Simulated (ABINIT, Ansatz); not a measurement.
This is a calculation of NbAs for Ansatz 0.2.0. 

Contents of input.yaml:

```yaml
crystal:
  lattice:
    - [-1.72585, 1.72585, 5.84]
    - [1.72585, -1.72585, 5.84]
    - [1.72585, 1.72585, -5.84]
  atoms:
    - { symbol: Nb, position: [0.5, 0.0, 0.5] }
    - { symbol: Nb, position: [0.75, 0.75, 0.0] }
    - { symbol: As, position: [0.916, 0.416, 0.5] }
    - { symbol: As, position: [0.166, 0.166, 0.0] }
hamiltonian:
  xc: pbesol
  pseudopotentials: { kind: paw }
kpoints:
  mp_grid: { grid: [11, 11, 11] }
scf:
  occupations: { method: fermi_dirac, width: 0.05 }
output:
  forces: true
  stress: true
  eigenvalues: true
```

Potentials or basis: Ansatz PAW.

Command:

```sh
$ ansatz run input.yaml --threads 1 --pin off --max-ram 3584MiB --backend cpu --events-out ev --progress --plain --runs-dir out
```

Q: Set up the same calculation for ABINIT 10.8.3 (patched build). Potentials or basis there: JTH PAW PBE v2.0, cutoff 435 eV.

A: As run (cutoffs and basis follow the program's own potentials, and thresholds, step limits or extra output files can differ):

The input run.abi:

```
pp_dirpath "./"
pseudos "Nb.GGA_PBE-JTH.xml, As.GGA_PBE-JTH.xml"

acell 6.3295115487 6.3295115487 6.3295115487 Angstrom
rprim
    -0.2726671698     0.2726671698     0.9226620340
     0.2726671698    -0.2726671698     0.9226620340
     0.2726671698     0.2726671698    -0.9226620340
ntypat 2
znucl 41 33
natom 4
typat 1 1 2 2
xred
     0.5000000000     0.0000000000     0.5000000000
     0.7500000000     0.7500000000     0.0000000000
     0.9160000000     0.4160000000     0.5000000000
     0.1660000000     0.1660000000     0.0000000000

ecut 435.382180 eV
pawecutdg 32.0
pawxcdev 0

kptopt 1
ngkpt 11 11 11
nshiftk 1
shiftk 0.0 0.0 0.0

ixc -116133

nband 34
occopt 3
tsmear 0.00183747

nstep 100
tolvrs 1.0e-9

iomode 3
prtwf 0
prtden 0
prteig 0
prtebands 0
enunit 2
```

Potentials or basis: JTH PAW PBE v2.0.

The run is started by

```console
$ abinit run.abi > log 2>&1
```

Both were run:

|  | Ansatz | ABINIT |
| --- | --- | --- |
| Pressure | -2.3 GPa | -2.6 GPa |
| Largest force | 0.288 eV/Å | 0.291 eV/Å |

Ansatz's pressure holds a Pulay term of +0.02 GPa for its cutoff of 420 eV, which the other run lacks.

Ansatz's potentials were made for PBE. ABINIT's potentials were made for PBE.

Where Ansatz's input types no cutoff or centring, it takes its own default and a Γ-centred mesh.

Pressure is positive in compression.
